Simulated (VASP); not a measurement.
# Si in VASP: how settings move the r2SCAN single point

The r2SCAN single point of Si built on the diamond prototype, under -3.0 % equal strain in all directions is repeated with altered inputs. Which of them can be trusted?

The runs shown are made with VASP 6.6.1. PAW datasets, plane waves. The values are computed, spin-unpolarised, and not measurements.

### 1 The cell

The cell comes from an earlier relaxation with r2SCAN in another program.

The symmetry is Fd-3m (No. 227, cubic); conventional cell a = 5.281 Å, 18.41 Å³ an atom. Si has 4 Si at 2.29 Å.

As a file:

```xyz
2
Lattice="0.0000 2.6405 2.6405 2.6405 0.0000 2.6405 2.6405 2.6405 0.0000" Properties=species:S:1:pos:R:3 pbc="T T T"
Si    0.0000    0.0000    0.0000
Si    1.3202    1.3202    1.3202
```

### 2 The reference run

Input file INCAR:

```
ENCUT = 520.000000
SIGMA = 0.010000
EDIFF = 1.00e-07
ALGO = Normal
METAGGA = R2SCAN
PREC = Accurate
IBRION = -1
ISIF = 2
ISMEAR = 0
NBANDS = 11
NELM = 120
NSW = 0
LASPH = .TRUE.
LCHARG = .FALSE.
LWAVE = .FALSE.
LREAL = .FALSE.
```

Input file KPOINTS:

```
KPOINTS created by Atomic Simulation Environment
0
Gamma
8 8 8
0 0 0
```

Input file POSCAR:

```
Si
 1.0000000000000000
     0.0000000000000000    2.6404553287999999    2.6404553287999999
     2.6404553287999999    0.0000000000000000    2.6404553287999999
     2.6404553287999999    2.6404553287999999    0.0000000000000000
 Si
   2
Cartesian
  0.0000000000000000  0.0000000000000000  0.0000000000000000
  1.3202276643999999  1.3202276643999999  1.3202276643999999
```

A file KPOINTS_OPT adds named points for the levels; it doesn't enter the self-consistent loop.

Potentials: the recommended PBE PAW datasets, 8 valence electrons.

Started as:

```
$ mpirun -np 1 vasp_std
```

The closing lines of the self-consistent loop in OSZICAR:

```text
DAV:  11    -0.174437130994E+02   -0.67191E-05   -0.12331E-06   726   0.770E-03    0.934E-04
DAV:  12    -0.174437118093E+02    0.12900E-05   -0.34563E-08   486   0.120E-03    0.993E-04
DAV:  13    -0.174437118546E+02   -0.45311E-07   -0.47814E-09   391   0.449E-04
   1 F= -.17443712E+02 E0= -.17443712E+02  d E =-.209045E-37
```

Wall time 35 s (1 MPI rank of Intel Xeon Platinum 8488C, shared host); peak memory 0.16 GiB.

It gives: energy (σ→0) -17.4437 eV, pressure 10.45 GPa, gap on the mesh 0.67 eV.

### 3 Try 1

Changes to INCAR since step 2:

```diff
@@ -4,3 +4,2 @@
 ALGO = Normal
-METAGGA = R2SCAN
 PREC = Accurate
@@ -16 +15,3 @@
 LREAL = .FALSE.
+METAGGA = MBJ
+NELECT = 8.5
```

KPOINTS is that of step 2.

POSCAR is that of step 2.

Started as:

```
$ mpirun -np 1 vasp_std
```

Standard output, without the iteration lines:

```text
POSCAR found type information on POSCAR Si
 POSCAR found :  1 types and       2 ions
 -----------------------------------------------------------------------------
|                                                                             |
|                                                                             |
|     You enforced a specific xc type in the INCAR file but a different       |
|     I HOPE YOU KNOW WHAT YOU ARE DOING!                                     |
|                                                                             |
 -----------------------------------------------------------------------------

 LDA part: xc-table for (None), standard interpolation
 POSCAR, INCAR and KPOINTS ok, starting setup
 FFT: planning ... GRIDC
 FFT: planning ... GRID_SOFT
 FFT: planning ... GRID
 WAVECAR not read
 entering main loop
 the old and the new charge density differ
    0.460E+00
```

OSZICAR, shortened:

```text
N       E                     dE             d eps       ncg     rms          rms(c)
DAV:   1     0.668049964484E+02    0.66805E+02   -0.34148E+03   638   0.593E+02
DAV:   2     0.484812103086E+02   -0.18324E+02   -0.17840E+02   841   0.882E+01
DAV:   3     0.479189783125E+02   -0.56223E+00   -0.55456E+00   792   0.131E+01
DAV:   4     0.479161675016E+02   -0.28108E-02   -0.28107E-02   754   0.117E+00
DAV:   5     0.479161576551E+02   -0.98464E-05   -0.98461E-05   770   0.687E-02    0.460E+00
DAV:   6     0.505357314224E+02    0.26196E+01   -0.92428E-01   680   0.544E+00    0.232E+00
DAV:   7     0.517553009039E+02    0.12196E+01   -0.22687E-01   677   0.235E+00    0.680E-01
DAV:   8     0.521421026441E+02    0.38680E+00   -0.10170E-01   662   0.198E+00    0.606E-01
DAV:   9     0.521999096748E+02    0.57807E-01   -0.85291E-03   765   0.619E-01    0.611E-01
DAV:  10     0.522819336807E+02    0.82024E-01   -0.20247E-03   692   0.322E-01    0.175E-01
[... 9 lines left out ...]
DAV:  20     0.522246708201E+02    0.30531E-03   -0.82965E-08   409   0.192E-03    0.112E-03
DAV:  21     0.522248732418E+02    0.20242E-03   -0.38764E-08   376   0.142E-03    0.224E-04
DAV:  22     0.522249102397E+02    0.36998E-04   -0.82568E-09   367   0.682E-04    0.207E-04
DAV:  23     0.522249240774E+02    0.13838E-04   -0.44469E-10   355   0.160E-04    0.163E-04
DAV:  24     0.522249357888E+02    0.11711E-04   -0.11520E-10   349   0.801E-05    0.891E-05
DAV:  25     0.522249470341E+02    0.11245E-04   -0.52071E-11   346   0.555E-05    0.178E-05
DAV:  26     0.522249503639E+02    0.33298E-05   -0.30495E-11   346   0.385E-05    0.600E-06
DAV:  27     0.522249513297E+02    0.96575E-06   -0.16528E-13   346   0.117E-05    0.274E-06
DAV:  28     0.522249517945E+02    0.46480E-06    0.24647E-13   346   0.539E-06    0.144E-06
DAV:  29     0.522249518283E+02    0.33837E-07    0.31499E-12   346   0.194E-06
   1 F= 0.52224952E+02 E0= 0.52225035E+02  d E =-.165629E-03
```

From OUTCAR:

```text
k-points           NKPTS =     29   k-points in BZ     NKDIM =     29   number of bands    NBANDS=     11

   NELECT =       8.5000    total number of electrons

   dimension x,y,z NGX =    28 NGY =   28 NGZ =   28
   dimension x,y,z NGXF=    56 NGYF=   56 NGZF=   56

  energy-cutoff  :      520.00
  volume of cell :       36.82
      direct lattice vectors                 reciprocal lattice vectors
     0.000000000  2.640455329  2.640455329    -0.189361280  0.189361280  0.189361280
     2.640455329  0.000000000  2.640455329     0.189361280 -0.189361280  0.189361280
     2.640455329  2.640455329  0.000000000     0.189361280  0.189361280 -0.189361280

 k-points in reciprocal lattice and weights: KPOINTS created by Atomic Simulation Env
   0.00000000  0.00000000  0.00000000       0.002
   0.12500000  0.00000000  0.00000000       0.016
   0.25000000  0.00000000  0.00000000       0.016
   0.37500000  0.00000000  0.00000000       0.016
   0.50000000  0.00000000  0.00000000       0.008
   0.12500000  0.12500000  0.00000000       0.012
   0.25000000  0.12500000  0.00000000       0.047
   0.37500000  0.12500000  0.00000000       0.047
[... 21 more k-points ...]

 E-fermi :   8.2404

 k-point     1 :       0.0000    0.0000    0.0000
  band No.  band energies     occupation
      1      -6.4482      2.00000
      2       6.0587      2.00000
      3       6.0587      2.00000
      4       6.0587      2.00000
      5       9.0898      0.00000
      6       9.0898      0.00000
      7       9.0898      0.00000
      8      10.9296      0.00000
      9      14.4323      0.00000
     10      14.5256      0.00000
     11      14.5256      0.00000

 k-point     2 :       0.1250    0.0000    0.0000
  band No.  band energies     occupation
      1      -6.2287      2.00000
      2       4.4901      2.00000
      3       5.7635      2.00000
      4       5.7635      2.00000
      5       9.1712      0.00000
      6       9.5408      0.00000
      7       9.5408      0.00000
      8      12.0342      0.00000
      9      13.9343      0.00000
     10      13.9343      0.00000
     11      15.3175      0.00000

 k-point     3 :       0.2500    0.0000    0.0000
  band No.  band energies     occupation
      1      -5.5861      2.00000
      2       2.0425      2.00000
      3       5.2700      2.00000
      4       5.2700      2.00000
      5       8.7660      0.00000
      6      10.0729      0.00000
      7      10.0729      0.00000
      8      13.8697      0.00000
      9      13.8697      0.00000
     10      14.0766      0.00000
     11      15.6167      0.00000

 k-point     4 :       0.3750    0.0000    0.0000
  band No.  band energies     occupation
      1      -4.6111      2.00000
      2      -0.1281      2.00000
      3       4.9223      2.00000
      4       4.9223      2.00000
      5       8.4170      0.00000
      6       9.9548      0.00000
      7       9.9548      0.00000
      8      14.4231      0.00000
      9      15.4394      0.00000
     10      15.4394      0.00000
     11      16.8564      0.00000

[... the tables of k-points 5 to 29 left out ...]

  Total       26.6970945     26.6970945     26.6970945      0.0000000      0.0000000      0.0000000
  in kB     1161.7377755   1161.7377755   1161.7377755      0.0000000      0.0000000      0.0000000
  external PRESSURE =    1161.7377755 kB  Pullay stress =       0.0000000 kB

 POSITION                                       TOTAL-FORCE (eV/Angst)
 -----------------------------------------------------------------------------------
      0.00000      0.00000      0.00000        -0.000000     -0.000000     -0.000000
      1.32023      1.32023      1.32023         0.000000      0.000000      0.000000
 -----------------------------------------------------------------------------------
    total drift:                                0.000000      0.000000     -0.000000

  FREE ENERGIE OF THE ION-ELECTRON SYSTEM (eV)
  ---------------------------------------------------
  free  energy   TOTEN  =        52.2249518283 eV

  energy  without entropy=       52.2251174576  energy(sigma->0) =       52.22503464
```

It took 30 s on 1 MPI rank of Intel Xeon Platinum 8488C, shared host; peak memory 0.15 GiB.

Changed: METAGGA = MBJ, NELECT = 8.5. The run ends normally. Its total energy is on another scale than the reference's. The functional is now the modified Becke-Johnson potential, on datasets made with PBE. It is a potential without an energy, so only its levels mean something. The pressure of a charged cell depends on the background and is no physical response. The cell is charged, with a uniform background to balance it.

### 4 Try 2

Input file INCAR:

```
ENCUT = 520.000000
EDIFF = 1.00e-07
ALGO = Normal
METAGGA = R2SCAN
PREC = Accurate
IBRION = -1
ISIF = 2
NBANDS = 11
NSW = 0
LASPH = .TRUE.
LCHARG = .FALSE.
LWAVE = .FALSE.
LREAL = .FALSE.
ISMEAR = 1
SIGMA = 0.5
NELM = 63
```

KPOINTS is that of step 2.

POSCAR is that of step 2.

Started as:

```
$ mpirun -np 1 vasp_std
```

Printed to the terminal (iteration lines stand in OSZICAR):

```text
POSCAR found type information on POSCAR Si
 POSCAR found :  1 types and       2 ions
 -----------------------------------------------------------------------------
|                                                                             |
|                                                                             |
|     You enforced a specific xc type in the INCAR file but a different       |
|     I HOPE YOU KNOW WHAT YOU ARE DOING!                                     |
|                                                                             |
 -----------------------------------------------------------------------------

 LDA part: xc-table for (None), standard interpolation
 POSCAR, INCAR and KPOINTS ok, starting setup
 FFT: planning ... GRIDC
 FFT: planning ... GRID_SOFT
 FFT: planning ... GRID
 WAVECAR not read
 entering main loop
```

OSZICAR:

```text
N       E                     dE             d eps       ncg     rms          rms(c)
DAV:   1    -0.512434733893E+00   -0.51243E+00   -0.33794E+03   638   0.584E+02
DAV:   2    -0.180571014390E+02   -0.17545E+02   -0.16973E+02   843   0.859E+01
DAV:   3    -0.186053192340E+02   -0.54822E+00   -0.54632E+00   803   0.129E+01
DAV:   4    -0.186091823712E+02   -0.38631E-02   -0.38624E-02   774   0.139E+00
DAV:   5    -0.186092123471E+02   -0.29976E-04   -0.29976E-04   776   0.116E-01    0.667E+00
DAV:   6    -0.174532953389E+02    0.11559E+01   -0.15771E-01   749   0.231E+00    0.466E+00
DAV:   7    -0.174420366808E+02    0.11259E-01   -0.18179E-01   665   0.209E+00    0.357E-01
DAV:   8    -0.174407952368E+02    0.12414E-02   -0.63284E-03   713   0.451E-01    0.441E-01
DAV:   9    -0.174409811400E+02   -0.18590E-03   -0.27979E-04   765   0.138E-01    0.118E-02
DAV:  10    -0.174409870525E+02   -0.59124E-05   -0.29124E-06   748   0.120E-02    0.544E-03
DAV:  11    -0.174409937812E+02   -0.67288E-05   -0.12315E-06   726   0.771E-03    0.884E-04
DAV:  12    -0.174409924965E+02    0.12847E-05   -0.35859E-08   486   0.119E-03    0.996E-04
DAV:  13    -0.174409925524E+02   -0.55924E-07   -0.48612E-09   394   0.451E-04
   1 F= -.17440993E+02 E0= -.17443730E+02  d E =0.821140E-02
```

OUTCAR, selected sections:

```text
k-points           NKPTS =     29   k-points in BZ     NKDIM =     29   number of bands    NBANDS=     11

   NELECT =       8.0000    total number of electrons

   dimension x,y,z NGX =    28 NGY =   28 NGZ =   28
   dimension x,y,z NGXF=    56 NGYF=   56 NGZF=   56

  energy-cutoff  :      520.00
  volume of cell :       36.82
      direct lattice vectors                 reciprocal lattice vectors
     0.000000000  2.640455329  2.640455329    -0.189361280  0.189361280  0.189361280
     2.640455329  0.000000000  2.640455329     0.189361280 -0.189361280  0.189361280
     2.640455329  2.640455329  0.000000000     0.189361280  0.189361280 -0.189361280

 k-points in reciprocal lattice and weights: KPOINTS created by Atomic Simulation Env
   0.00000000  0.00000000  0.00000000       0.002
   0.12500000  0.00000000  0.00000000       0.016
   0.25000000  0.00000000  0.00000000       0.016
   0.37500000  0.00000000  0.00000000       0.016
   0.50000000  0.00000000  0.00000000       0.008
   0.12500000  0.12500000  0.00000000       0.012
   0.25000000  0.12500000  0.00000000       0.047
   0.37500000  0.12500000  0.00000000       0.047
[... 21 more k-points ...]

 E-fermi :   6.9475

 k-point     1 :       0.0000    0.0000    0.0000
  band No.  band energies     occupation
      1      -6.5179      2.00000
      2       6.6297      1.87057
      3       6.6297      1.87057
      4       6.6297      1.87057
      5       9.4209     -0.00000
      6       9.4209     -0.00000
      7       9.4209     -0.00000
      8      11.6862     -0.00000
      9      14.7870     -0.00000
     10      14.7870     -0.00000
     11      15.7370     -0.00000

 k-point     2 :       0.1250    0.0000    0.0000
  band No.  band energies     occupation
      1      -6.2873      2.00000
      2       4.9450      2.00000
      3       6.2984      2.06941
      4       6.2984      2.06941
      5       9.6316     -0.00000
      6       9.9078     -0.00000
      7       9.9078     -0.00000
      8      12.8287     -0.00000
      9      14.2752     -0.00000
     10      14.2752     -0.00000
     11      16.5689     -0.00000

 k-point     3 :       0.2500    0.0000    0.0000
  band No.  band energies     occupation
      1      -5.6127      2.00000
      2       2.3776      2.00000
      3       5.7674      2.00423
      4       5.7674      2.00423
      5       9.2959     -0.00000
      6      10.4526     -0.00000
      7      10.4526     -0.00000
      8      14.2872     -0.00000
      9      14.2872     -0.00000
     10      14.9457     -0.00000
     11      16.7088     -0.00000

 k-point     4 :       0.3750    0.0000    0.0000
  band No.  band energies     occupation
      1      -4.5898      2.00000
      2       0.1079      2.00000
      3       5.4029      2.00011
      4       5.4029      2.00011
      5       8.9605     -0.00000
      6      10.3131     -0.00000
      7      10.3131     -0.00000
      8      15.3303     -0.00000
      9      15.9171     -0.00000
     10      15.9171     -0.00000
     11      17.9650      0.00000

[... the tables of k-points 5 to 29 left out ...]

  Total        2.4072749      2.4072749      2.4072749      0.0000000      0.0000000      0.0000000
  in kB      104.7538055    104.7538055    104.7538055      0.0000000      0.0000000      0.0000000
  external PRESSURE =     104.7538055 kB  Pullay stress =       0.0000000 kB

 POSITION                                       TOTAL-FORCE (eV/Angst)
 -----------------------------------------------------------------------------------
      0.00000      0.00000      0.00000         0.000000      0.000000      0.000000
      1.32023      1.32023      1.32023        -0.000000     -0.000000     -0.000000
 -----------------------------------------------------------------------------------
    total drift:                                0.000000      0.000000     -0.000000

  FREE ENERGIE OF THE ION-ELECTRON SYSTEM (eV)
  ---------------------------------------------------
  free  energy   TOTEN  =       -17.4409925524 eV

  energy  without entropy=      -17.4492039529  energy(sigma->0) =      -17.44372969
```

Wall time 34 s (1 MPI rank of Intel Xeon Platinum 8488C, shared host); peak memory 0.15 GiB.

Changed: ISMEAR = 1, SIGMA = 0.5, NELM = 63. The run ends normally. Against the reference the energy moves by less than 0.1 meV/atom. Methfessel–Paxton smearing doesn't suit an insulator: it can give occupations over two and under zero at the band edges, with a Fermi level inside a band.

[end of part 1 of 2]
